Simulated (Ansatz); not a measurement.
**As in Ansatz: the effect of functional**

Crystal: As.

```xyz
4
Lattice="1.8608 -5.6079 0.0000 1.8608 5.6079 0.0000 0.0000 0.0000 4.5577" Properties=species:S:1:pos:R:3 pbc="T T T"
As    1.8608    1.2337    2.5523
As    1.8608   -4.3741    4.2842
As    1.8608   -1.2337    2.0054
As    1.8608    4.3741    0.2735
```

This isn't the form of As at room conditions, which is rhombohedral.

The cell isn't the ideal one: volume scaled by 1.06.

Alike in all runs:

```yaml
Program: Ansatz 0.2.0
Task: single point
Potentials_or_basis: Ansatz PAW
k_mesh: 8 × 8 × 6
Occupations: fermi-dirac, width 0.05 eV
Spin: no spin polarisation
```

```tsv
functional	cutoff	gap on the mesh (eV)	pressure (GPa)	largest force (eV/Å)
LDA	420 eV (not typed: the program's choice for these potentials)	?	?	?
PBEsol	420 eV (not typed: the program's choice for these potentials)	0.11	-3.9	0.47
r2SCAN	500 eV (not typed: the program's choice for these potentials)	0.13	-2.5	0.76
```

Q: What does the run with functional LDA give?

A: gap on the mesh 0.11 eV; pressure -5.3 GPa; largest force 0.57 eV/Å.

Caveats: the PAW data sets come from PBE, with cores solved anew for the run's functional, which leaves a small shift of forces and pressure.

A k mesh can miss the band edges.
